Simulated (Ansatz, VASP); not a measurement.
## Si2C: VASP beside Ansatz

```
Si C
1.0
    -2.76821    2.76821    2.25089
     2.76821   -2.76821    2.25089
     2.76821    2.76821   -2.25089
Si C
4 2
Direct
  0.67066 0.17066 0.84131
  0.17066 0.32934 0.50000
  0.32934 0.82934 0.15869
  0.82934 0.67066 0.50000
  0.25000 0.25000 0.00000
  0.75000 0.75000 0.00000
```

Alike in both runs: functional PBE; k mesh 6 × 6 × 6; occupations gaussian, width 0.1 eV; no spin polarisation.

Ansatz relaxed the structure, and its values are those at the end. VASP's run is a single point on that final structure, the one shown.

|  | VASP | Ansatz |
| --- | --- | --- |
| version | VASP 6.6.1 | Ansatz 0.2.0 |
| potentials or method | VASP PAW PBE potentials, release 64 (Si, C) | scalar-relativistic, plane waves, PAW |
| plane-wave cutoff (eV) | 520 | 420 |
| valence electrons in the cell | 24 | 24 |

```tsv
	VASP	Ansatz	Ansatz less VASP
gap on the k mesh at the Fermi level (eV)	none	none	-
pressure (GPa)	0.0	0.0	-0.04
```

A gap of «none» marks a metal or a gap that the smearing closes.
